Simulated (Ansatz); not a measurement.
# Co: single point with PBE

Crystal: Co.

```
CELL_PARAMETERS angstrom
2.48736 0.00000 0.00000
-1.24368 2.15412 0.00000
0.00000 0.00000 4.06329
ATOMIC_POSITIONS crystal
Co 0.33333 0.66667 0.74014
Co 0.66667 0.33333 0.25986
```

```json
{"Program": "Ansatz 0.2.0", "Task": "single point", "Functional": "PBE", "Potentials or basis": "Ansatz PAW", "Cutoff": "420 eV (not typed: the program's choice for these potentials)", "k mesh": "10 × 10 × 6", "Occupations": "fermi-dirac, width 0.05 eV", "Spin": "collinear spin, ferromagnetic start", "Starting moments": "[1.0, 1.0] μB", "Fixed moment": "2 μB"}
```

```yaml
Pressure: -6.8 GPa
Largest_force: 0.623 eV/Å
Net_moment: 2.00 μB per cell
Absolute_moment: 2.28 μB per cell
Site_moments: Co +1.06 μB
```

Forces in eV/Å, atoms in the order of the input:
```
Co   0.000  0.000  0.623
Co   0.000  0.000 -0.623
```

Stress tensor (GPa, compression positive):
```
-5.66  0.00  0.00
 0.00 -5.66  0.00
 0.00  0.00 -8.94
```

Wall time 3 s on 2 threads of Arm Neoverse V1 (shared host), peak memory 0.31 GiB.

Caveat: the total moment is fixed, so each spin has its own Fermi level; the thresholds are loose for stress.
